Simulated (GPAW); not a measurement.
The system is CuO.

```xyz
4
Lattice="3.1795 0.0000 0.0000 -1.5898 2.7536 0.0000 0.0000 0.0000 4.4315" Properties=species:S:1:pos:R:3 pbc="T T T"
Cu    0.0000    0.0000    0.0000
Cu    0.0000    0.0000    2.2157
O     0.0000    1.8357    1.1079
O     1.5898    0.9179    3.3236
```

Measurements of this composition are mostly on another form, of space group No. 15.

Base run:

- Program: GPAW 26.7.0
- Functional: LDA
- Potentials or basis: the program's PAW data sets (release 1.2.1) made for this functional
- Cutoff: 800 eV
- Basis: pw
- k mesh: 8 × 8 × 5
- Occupations: fermi-dirac, width 0.05 eV
- Spin: no spin polarisation

Its results: band gap on the k mesh none (metal or under the smearing width); pressure -8.9 GPa.

Question: The run is repeated on the same cell with these changes: functional from LDA to PBE; potentials or basis from the program's PAW data sets (release 1.2.1) made for this functional to GPAW PAW data sets (gpaw-data 1.2.1). What comes out?

Answer: Band gap on the k mesh none (metal or under the smearing width); pressure 7.6 GPa.

Caveats: with this Cu data set, volumes or pressures lay over 1.5 % or 2 GPa off other programs in two to four cells of ten; the run has no spin polarisation, though such a crystal can be magnetic; semilocal functionals often make such compounds metallic where correlation or magnetic order opens a gap, which also shifts bond lengths.
